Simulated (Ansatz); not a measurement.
# ZrC (model cell, started as zinc blende): the cell at rest

Wanted: the relaxed cell of ZrC (model cell, started as zinc blende).

Method: DFT PBE, scalar-relativistic, plane waves, PAW, in Ansatz 0.2.0.

The structure was built from a prototype and need not be the compound's stable phase.

### 1. The starting structure

Symmetry: F-43m, No. 216, cubic system. Conventional cell: a = 4.819 Å, b = 4.819 Å, c = 4.819 Å, α = 90.00°, β = 90.00°, γ = 90.00°. Nearest to Zr lie 4 C at 2.09 Å. Nearest to C lie 4 Zr at 2.09 Å. Farther neighbours are not listed.

Structure file:

```cif
data_structure
_symmetry_space_group_name_H-M 'P 1'
_symmetry_Int_Tables_number 1
_cell_length_a 3.4077
_cell_length_b 3.4077
_cell_length_c 3.4077
_cell_angle_alpha 60.000
_cell_angle_beta 60.000
_cell_angle_gamma 60.000
_cell_volume 27.98
loop_
_atom_site_label
_atom_site_type_symbol
_atom_site_fract_x
_atom_site_fract_y
_atom_site_fract_z
_atom_site_occupancy
Zr1 Zr 0.00000 0.00000 0.00000 1
C2 C 0.25000 0.25000 0.25000 1
```

### 2. Probe on a coarse mesh

First a cheap look: the gap decides the mesh and the occupations, the pressure tells how far the cell has to move.

File input.yaml:

```yaml
crystal:
  lattice:
    - [0.0, 2.40963, 2.40963]
    - [2.40963, 0.0, 2.40963]
    - [2.40963, 2.40963, 0.0]
  atoms:
    - { symbol: Zr, position: [0.0, 0.0, 0.0] }
    - { symbol: C, position: [0.25, 0.25, 0.25] }
kpoints:
  mp_grid: { grid: [6, 6, 6] }
hamiltonian:
  xc: pbe
scf:
  occupations: { method: gaussian, width: 0.1 }
output:
  forces: true
  stress: true
  eigenvalues: true
```

Command:

```
$ ansatz run input.yaml --threads 4 --pin off --max-ram 7168MiB --backend cpu --events-out ev --progress --plain --runs-dir out
```

Numbers of over 12 decimals in the logs are rounded to 6 here.

Output:

```text
Engine: ansatz 0.2.0, aarch64-unknown-linux-gnu
Pseudopotentials: kind: paw
Pseudopotential: Zr, paw, valence charge 12, recommended cutoff 420 eV (normal), Zr.paw.azcp
Pseudopotential: C, paw, valence charge 4, recommended cutoff 420 eV (normal), C.paw.azcp
Functional definition: PBE
  parameter kappa = 0.804
  parameter beta = 0.066725
  exchange = pbe_x(kappa = kappa, mu = beta*pi^2/3)
[...]
--- Band table (eV; the first three rows and the last of 16) ---
  k-point 0: bands = [... 4 lower, 2.7987, 10.2925, 10.2925, 10.2925, 16.6188, 16.6188, 17.0221, 22.5270]
  k-point 1: bands = [... 4 lower, 3.2549, 9.9854, 10.5447, 10.5447, 16.3124, 16.3124, 18.0966, 22.0009]
  k-point 2: bands = [... 4 lower, 4.0134, 10.1702, 10.9177, 10.9177, 16.5827, 16.5827, 18.3340, 21.8325]
  k-point 15: bands = [... 4 lower, 4.8817, 9.5441, 12.1891, 12.9883, 13.8828, 16.8328, 18.5552, 19.8459]
[key lines of the parts left out:]
SCF converged after 6 iterations
Free energy (F): -4434.835948 eV
Fermi energy:    13.538130 eV
P = ⅓ Tr σ = 32.0128 GPa (320.128 kbar)
```

Wall time 0.9 s (4 threads of Arm Neoverse V1, shared host); peak memory 0.28 GiB.

A gap read on the k-mesh alone can miss the band edges.

This step gave:

* pressure: 32.01 GPa
* volume per atom: 13.99 Å³
* gap on the k-mesh: 0.5810 eV
* direct gap on mesh: 0.6510 eV

The coarse mesh shows a gap of 0.58 eV and a pressure of 32.0 GPa.

### 3. Rough relaxation

A rough relaxation comes first, because large forces or stress need no tight tolerances yet.

input.yaml, as its differences from that of step 2:

```diff
@@ -9,3 +9,3 @@
 kpoints:
-  mp_grid: { grid: [6, 6, 6] }
+  mp_grid: { grid: [8, 8, 8] }
 hamiltonian:
@@ -18 +18,6 @@
   eigenvalues: true
+relax:
+  adjacent_minimum: "off"
+  f_tol: 0.05
+  max_steps: 80
+  cell: { stress_tol: 0.5 }
```

Output:

```text
[...]
Crystal: 2 atoms, lattice volume = 27.982 Å³
Basis set: ecut = 420 eV, 537 PW (Γ), exchange–correlation on 48×48×48 points (8 copies of the dense FFT grid, shifted against one another)
Bands: 12, of which v1, the nominal top of the filled ones, is band 8 counted from 1 (7 counted from 0)
Symmetry: 24 space group operations
[...]
k-points: 29 of 512 (time reversal used)
[...]
--- Relaxed structure (4 steps of the walk, 4 accepted, 1 SCFs on fresh bases) ---
  F+E_penalty+E_count = -4435.26206382 eV   max|allowed force component| = 3.747e-16 eV/Å   (the final SCF, on the basis selected at the relaxed cell)
  cell:  # Å, volume = 32.8819 Å³
    - [0, 2.542780, 2.542780]
    - [2.542780, 0, 2.542780]
    - [2.542780, 2.542780, 0]
  atoms:
    - { symbol: Zr, position: [0, 0, 0] }
    - { symbol: C, position: [0.25, 0.25, 0.25] }
[key lines of the parts left out:]
SCF converged after 6 iterations
Free energy (F): -4435.262064 eV
Fermi energy:    11.002591 eV
P = ⅓ Tr σ = 0.3762 GPa (3.762 kbar)
```

Wall time 2.2 s (4 threads); peak memory 0.31 GiB.

The steps of the relaxation:

```csv
step,energy less that of the first step (eV),largest force component (eV/Å),pressure (GPa),volume (Å³)
1,0.0000,0.0000,32.43,27.98
2,-0.4281,0.0000,2.91,32.28
3,-0.4328,0.0000,0.52,32.77
4,-0.4328,0.0000,0.01,32.88
5*,-0.4440,0.0000,0.38,32.88
```

Relaxation steps marked * repeat the geometry before them on a plane-wave basis chosen anew for their cell, so energy and pressure can jump there.

Forces are held to the 24 operations that the run works with; a distortion that breaks them can't arise in this run.

```csv
"conventional cell, symmetrised",before,after,change
a (Å),4.819,5.086,+5.5 %
b (Å),4.819,5.086,+5.5 %
c (Å),4.819,5.086,+5.5 %
volume (Å³/atom),13.99,16.44,+17.5 %
```

Final coordinates:

```xyz
2
Lattice="0.0000 2.5428 2.5428 2.5428 0.0000 2.5428 2.5428 2.5428 0.0000" Properties=species:S:1:pos:R:3 pbc="T T T"
Zr    0.0000    0.0000    0.0000
C     1.2714    1.2714    1.2714
```

Numbers from this step:

```
pressure           : 0.3762 GPa
volume per atom    : 16.44 Å³
gap on the k-mesh  : 0.5132 eV
direct gap on mesh : 0.5749 eV
```

In this step the volume went from 13.99 to 16.44 Å³/atom.

### 4. Bringing the structure to rest

The cell and atoms are relaxed, since residual forces and stress would shift the frequencies.

File input.yaml:

```yaml
crystal:
  lattice:
    - [0.0, 2.5427802343, 2.5427802343]
    - [2.5427802343, 0.0, 2.5427802343]
    - [2.5427802343, 2.5427802343, 0.0]
  atoms:
    - { symbol: Zr, position: [0.0, 0.0, 0.0] }
    - { symbol: C, position: [0.25, 0.25, 0.25] }
kpoints:
  mp_grid: { grid: [10, 10, 10] }
hamiltonian:
  xc: pbe
scf:
  occupations: { method: gaussian, width: 0.02 }
output:
  forces: true
  stress: true
  eigenvalues: true
relax:
  adjacent_minimum: "off"
  f_tol: 0.005
  max_steps: 80
  cell: { stress_tol: 0.05 }
```

Output:

```text
[...]
Crystal: 2 atoms, lattice volume = 32.882 Å³
Basis set: ecut = 420 eV, 645 PW (Γ), exchange–correlation on 50×50×50 points (8 copies of the dense FFT grid, shifted against one another)
Bands: 12, of which v1, the nominal top of the filled ones, is band 8 counted from 1 (7 counted from 0)
[... 1 set-up line as in the run before ...]
[...]
k-points: 47 of 1000 (time reversal used)
[...]
SCF iter   1: F=—  HF=-4435.271352 eV  |F-HF|=—  |Δ(HF+E_count)|=         —  Δρ=1.02e-2  dr2=5.55e-2  ethr=1.77e-3  ⟨swp⟩=5.3  Hψ=2889  notcnv=0
[...]
SCF iter   6: F=-4435.260183 eV  HF=-4435.260183 eV  |F-HF|=1.35e-9  |Δ(HF+E_count)|=   2.55e-8  Δρ=3.12e-6  dr2=2.88e-9  ethr=5.44e-10  ⟨swp⟩=2.5  Hψ=2005  notcnv=0
SCF 1 converged in 6 iterations: F = -4435.260183 eV  dr2 = 2.88e-9
[...]
relax step   1: F+E_penalty+E_count = -4435.26018318 eV  Δ(F+E_penalty+E_count) = +0.000e0 eV  max|allowed force component| = 4.071e-16 eV/Å  Δτ_max = 0.0000 Å  P = +0.431 GPa  Ω = 32.882 Å³  (6 SCF iters, dr2 threshold 1.00e-7 eV, accepted)
Crystal: 2 atoms, lattice volume = 33.013 Å³
[...]
SCF iter   6: F=-4435.260158 eV  HF=-4435.260158 eV  |F-HF|=1.82e-12  |Δ(HF+E_count)|=  1.18e-11  Δρ=6.33e-8  dr2=1.06e-12  ethr=1.00e-12  ⟨swp⟩=1.0  Hψ=1316  notcnv=0
SCF 2 converged in 6 iterations: F = -4435.260158 eV  dr2 = 1.06e-12
relax step   2: F+E_penalty+E_count = -4435.26015762 eV  Δ(F+E_penalty+E_count) = +2.556e-5 eV  max|allowed force component| = 4.117e-16 eV/Å  Δτ_max = 0.0000 Å  P = -0.160 GPa  Ω = 33.013 Å³  energy of the carried Pulay correction = -1.357e-4 eV  (6 SCF iters, dr2 threshold 2.00e-7 eV, accepted)
Crystal: 2 atoms, lattice volume = 32.977 Å³
[...]
SCF iter   6: F=-4435.260212 eV  HF=-4435.260212 eV  |F-HF|=1.82e-12  |Δ(HF+E_count)|=    0.00e0  Δρ=1.56e-8  dr2=6.26e-14  ethr=1.00e-12  ⟨swp⟩=1.0  Hψ=1316  notcnv=0
SCF 3 converged in 6 iterations: F = -4435.260212 eV  dr2 = 6.26e-14
relax step   3: F+E_penalty+E_count = -4435.26021214 eV  Δ(F+E_penalty+E_count) = -5.452e-5 eV  max|allowed force component| = 2.452e-16 eV/Å  Δτ_max = 0.0000 Å  P = -0.001 GPa  Ω = 32.977 Å³  energy of the carried Pulay correction = -9.897e-5 eV  (6 SCF iters, dr2 threshold 6.36e-8 eV, accepted)
[...]
SCF iter   8: F=-4435.260310 eV  HF=-4435.260310 eV  |F-HF|=9.09e-13  |Δ(HF+E_count)|=  9.09e-13  Δρ=7.14e-11  dr2=2.33e-18  ethr=1.00e-12  ⟨swp⟩=1.9  Hψ=1402  notcnv=0
SCF 4 converged in 8 iterations: F = -4435.260310 eV  dr2 = 2.33e-18
relax step   4: F+E_penalty+E_count = -4435.26031008 eV  Δ(F+E_penalty+E_count) = -9.794e-5 eV  max|allowed force component| = 2.544e-16 eV/Å  Δτ_max = 0.0000 Å  P = +0.003 GPa  Ω = 32.977 Å³  stress off target by 3.33e-3 GPa  SCF on the basis re-selected at this cell (its energy is not comparable with the rows above)  (8 SCF iters)
[...]
SCF converged after 8 iterations
Free energy (F): -4435.260310 eV
[...]
Internal energy: -4435.260310 eV  (E = F + TS)
E sigma→0 (E₀):  -4435.260310 eV
Fermi energy:    10.948678 eV
[...]
--- Stress (GPa, compression-positive) ---
        0.003325      -0.000000      -0.000000
       -0.000000       0.003325       0.000000
       -0.000000       0.000000       0.003325
  P = ⅓ Tr σ = 0.0033 GPa (0.033 kbar)
--- Band table (eV; the first three rows and the last of 47) ---
  k-point 0: bands = [... 4 lower, 0.8557, 8.4204, 8.4204, 8.4204, 13.7614, 13.7614, 14.0466, 19.0832]
  k-point 1: bands = [... 4 lower, 0.9892, 8.2576, 8.5008, 8.5008, 13.6526, 13.6526, 14.4824, 18.8288]
  k-point 2: bands = [... 4 lower, 1.3300, 7.9955, 8.6947, 8.6947, 13.5087, 13.5087, 15.3562, 18.4364]
  k-point 46: bands = [... 4 lower, 2.5404, 7.9129, 9.5621, 10.6538, 11.2232, 13.7865, 15.2604, 16.4130]
--- Relaxed structure (3 steps of the walk, 3 accepted, 1 SCFs on fresh bases) ---
[...]
cell:  # Å, volume = 32.9774 Å³
    - [0, 2.545240, 2.545240]
    - [2.545240, 0, 2.545240]
    - [2.545240, 2.545240, 0]
  atoms:
    - { symbol: Zr, position: [0, 0, 0] }
    - { symbol: C, position: [0.25, 0.25, 0.25] }
```

Run time: 2.6 s. Hardware: 4 threads; peak memory 0.33 GiB.

Little changed from the start: no atom moved by 0.005 Å and no cell edge by 0.1 %.

Numbers from this step:

* pressure: 0.003325 GPa
* gap on the k-mesh: 0.4874 eV
* volume per atom: 16.49 Å³
* direct gap on mesh: 0.5694 eV

In this step the volume went from 16.44 to 16.49 Å³/atom.

### 5. Tight relaxation

Phonons need a cell at rest on their own settings, so the relaxation is repeated with tight tolerances on forces and stress, using the mesh and the filling of the phonon run that follows.

File input.yaml:

```yaml
crystal:
  lattice:
    - [0.0, 2.5452401236, 2.5452401236]
    - [2.5452401236, 0.0, 2.5452401236]
    - [2.5452401236, 2.5452401236, 0.0]
  atoms:
    - { symbol: Zr, position: [0.0, 0.0, 0.0] }
    - { symbol: C, position: [0.25, 0.25, 0.25] }
kpoints:
  mp_grid: { grid: [12, 12, 12] }
hamiltonian:
  xc: pbe
scf:
  occupations: { method: fixed }
output:
  forces: true
  stress: true
  eigenvalues: true
relax:
  adjacent_minimum: "off"
  f_tol: 0.001
  max_steps: 60
  cell: { stress_tol: 0.01 }
```

Output:

```text
[...]
Crystal: 2 atoms, lattice volume = 32.977 Å³
Basis set: ecut = 420 eV, 645 PW (Γ), exchange–correlation on 50×50×50 points (8 copies of the dense FFT grid, shifted against one another)
Bands: 12, of which v1, the nominal top of the filled ones, is band 8 counted from 1 (7 counted from 0)
[... 1 set-up line as in the run before ...]
[...]
k-points: 72 of 1728 (time reversal used)
[...]
k-point 71: bands = [... 4 lower, 2.5444, 8.0880, 9.3527, 10.6468, 11.2154, 13.7249, 15.2673, 16.4733]
--- Relaxed structure (1 steps of the walk, 1 accepted, 1 SCFs on fresh bases) ---
[...]
cell:  # Å, volume = 32.9774 Å³
    - [0.0, 2.5452401236, 2.5452401236]
    - [2.5452401236, 0.0, 2.5452401236]
    - [2.5452401236, 2.5452401236, 0.0]
  atoms:
    - { symbol: Zr, position: [0.0, 0.0, 0.0] }
    - { symbol: C, position: [0.250000, 0.250000, 0.250000] }
[key lines of the parts left out:]
SCF converged after 6 iterations
Free energy (F): -4435.260026 eV
Fermi energy:    10.706592 eV
P = ⅓ Tr σ = 0.0073 GPa (0.073 kbar)
```

It took 2.1 s on 4 threads; peak memory 0.35 GiB; 7.5 s of CPU time.

Little changed from the start: no atom moved by 0.005 Å and no cell edge by 0.1 %.

This step gave:

```
pressure           : 0.007325 GPa
gap on the k-mesh  : 0.4900 eV
direct gap on mesh : 0.5686 eV
```

The forces vanish by symmetry and the pressure is 0.007 GPa, within the tolerances set. The cell now holds 16.49 Å³/atom.

### 6. Summary of results

```json
{
 "space group after relaxation (within 0.01 Å)": "F-43m",
 "lattice constant a": "5.090 Å",
 "lattice constant b": "5.090 Å",
 "lattice constant c": "5.090 Å",
 "volume per atom": "16.5 Å³",
 "gap on the k-mesh": "0.490 eV"
}
```

In words: The forces vanish by symmetry and the pressure is 0.007 GPa, within the tolerances set. The cell now holds 16.49 Å³/atom. The relaxation keeps the symmetry of its start, so it says nothing on stability against lower symmetry. The starting cell was built on a prototype and not taken from a measurement, so the phase need not exist.

[Logs are printed without paths, hosts, clocks, repeated set-up lines and the standing remarks that a program may print on its own settings, such as how far it seeks lower states.]

[Hosts, paths, dates, database ids (printed as entryN), source tags and the programs' standing remarks are cut or masked in the printed files.]
